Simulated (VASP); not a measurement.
Te2Mo, 3 atoms in the cell. The structure is trigonal, space group P-3m1 (No. 164). Conventional cell: a = 3.519 Å, b = 3.519 Å, c = 7.214 Å, α = 90.00°, β = 90.00°, γ = 120.00°. Mo (site symmetry -3m) has 6 Te at 2.73 Å as nearest neighbours. Te (site symmetry 3m) has 3 Mo at 2.73 Å as nearest neighbours. The cell was built by a generator and needn't be a form met in nature.

- Program: VASP 6.6.1
- Task: single point
- Functional: PBE
- Potentials or basis: VASP PAW PBE potentials, release 64 (Mo_sv, Te)
- Cutoff: 520 eV
- k mesh: 6 × 6 × 4
- Occupations: fermi-dirac, width 0.02 eV
- Spin: no spin polarisation
- Dipole correction: no
- Further INCAR settings: ALGO = Fast; EDIFF = 1e-07; NBANDS = 20

Potentials or basis: VASP PAW PBE potentials, release 64 (Mo_sv, Te).

Run with:

```sh
$ cat potpaw_PBE.64/Mo_sv/POTCAR potpaw_PBE.64/Te/POTCAR > POTCAR
$ mpirun -np 1 vasp_std > vasp.out
```

Hardware: 1 thread of Intel(R) Xeon(R) Platinum 8375C CPU @ 2.90GHz (Ice Lake), with other jobs on the host.

Problem. How long does it take, and how much memory?

Solution. It took 78 s on 1 thread of Intel(R) Xeon(R) Platinum 8375C CPU @ 2.90GHz (Ice Lake), on a shared host, peak memory 0.21 GiB. Counts: scf iterations 16, k points 24.
